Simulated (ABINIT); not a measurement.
Here is an ABINIT 10.8.3 (patched build) calculation.

run.abi

```
# Pseudopotentials
pp_dirpath "./"
pseudos "Sb.upf"

# Structure
acell 5.5991178918 6.9346629285 9.2556258513
rprim
    -0.0446008501    -0.7330855718    -0.6786724605
    -0.0664970674     0.7259241849    -0.6845525676
     0.9969202358    -0.0231886690     0.0749154794
ntypat 1
znucl 51
natom 2
typat 1 1
xred
     0.5027706000     0.5031715800     0.5014545600
     0.9972294000     0.9968284200     0.9985454400
chkprim 0
chksymtnons 0
tolsym 1.0e-6

# Plane-wave basis
ecut 40.0

# k points
kptopt 1
ngkpt 7 5 4
nshiftk 1
shiftk 0.0 0.0 0.0

# Exchange and correlation
ixc 2

# Bands and occupations
nband 19
occopt 3
tsmear 0.00183747

# SCF cycle
nstep 100
tolvrs 1.0e-10

# Output
iomode 3
prtwf 0
prtden 0
prteig 0
prtebands 0
enunit 2
```

Potentials or basis: PseudoDojo NC SR LDA v0.4.1 standard.

Run with:

```bash
$ abinit run.abi > log 2>&1
```

Problem. Estimate the largest force.

Solution. 0.089 eV/Å.

Problem. Estimate the band gap on the k mesh.

Solution. None (metal or under the smearing width).

Problem. Predict the pressure.

Solution. 2.4 GPa.

Forces in eV/Å, atoms in the order of the input:
```
Sb  -0.073 -0.045  0.024
Sb   0.073  0.045 -0.024
```

Spin-orbit coupling is left out, which matters for the levels of Sb.
